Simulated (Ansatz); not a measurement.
**Two-dimensional strain map in HfN**

Level of theory: Ansatz, DFT r2SCAN, scalar-relativistic, plane waves, PAW. Cutoff 500 eV, Γ-centred 18×18×10 k-points, Gaussian smearing of 0.15 eV. Spin–orbit coupling is left out, which can shift energies with elements as heavy as these. No spin polarisation. Energies are free energies at this smearing, counted from the undisturbed cell; pressure is positive in compression.

Reference structure (relaxed at this level; this form isn't the usual structure):

```
CELL_PARAMETERS angstrom
3.14430 0.00000 0.00000
-1.57215 2.72304 0.00000
0.00000 0.00000 5.42524
ATOMIC_POSITIONS crystal
Hf 0.66667 0.33333 0.75000
Hf 0.33333 0.66667 0.25000
N 0.00000 0.00000 0.00000
N 0.00000 0.00000 0.50000
```

The cell is strained by p along both x and y and by q along z, fractional coordinates fixed. Points are written (p, q).

Energy above the undisturbed cell in meV/atom (a dash: not computed):

| p \ q | -0.030 | -0.015 | 0.000 | 0.015 | 0.030 |
| --- | --- | --- | --- | --- | --- |
| -0.030 | 89.2 | 63.3 | 48.3 | 43.4 | 47.9 |
| -0.015 | 41.3 | 21.2 | 11.6 | 11.7 | 20.8 |
| 0.000 | 20.2 | 4.9 | 0.0 | 4.5 | 17.5 |
| 0.015 | 23.6 | 12.4 | 11.3 | – | 36.0 |
| 0.030 | 49.3 | 41.4 | 43.5 | 54.7 | 74.1 |

Pressure in GPa:

```
 p \ q  -0.030  -0.015  0.000  0.015  0.030
-0.030    30.5    24.5   19.0   14.0    9.3
-0.015    19.1    13.7    8.9    4.4    0.3
 0.000     9.0     4.3    0.0   -4.0   -7.6
 0.015     0.3    -3.9   -7.8      –  -14.5
 0.030    -7.3   -11.1  -14.5  -17.6  -20.4
```